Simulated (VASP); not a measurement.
A run of VASP 6.6.1:

File INCAR:

```
ALGO = Fast
EDIFF = 1E-6
ENCUT = 520
GGA = PE
ISIF = 2
ISMEAR = 0
LASPH = True
LCHARG = False
LREAL = False
LWAVE = False
NBANDS = 16
NELM = 100
PREC = Accurate
SIGMA = 0.03
```

File KPOINTS:

```
k-points
0
Gamma
  12 12 12
```

Contents of POSCAR:

```
Si
1.0
   -3.2717987109      3.2717987109      1.9859427176
    3.2717987109     -3.2717987109      1.9859427176
    3.2717987109      3.2717987109     -1.9859427176
Si
4
Direct
    0.1788010600      0.1788010600      0.3576021200
    0.8211989400      0.8211989400      0.6423978800
    0.1788010600      0.8211989400      0.0000000000
    0.8211989400      0.1788010600      0.0000000000
```

Potentials or basis: VASP PAW PBE potentials, release 64 (Si).

The run is started by

```sh
$ cat potpaw_PBE.64/Si/POTCAR > POTCAR
$ mpirun -np 1 vasp_std > vasp.out
```

Hardware: 1 thread of AMD EPYC 9R45 96-Core Processor (Zen 5) (shared host).

Question: How long does it take, and how much memory?

Answer: Wall time 2.2 min on 1 thread of AMD EPYC 9R45 96-Core Processor (Zen 5), with other jobs on the host, peak memory 0.3 GiB. Counts: scf iterations 14, k points 163.
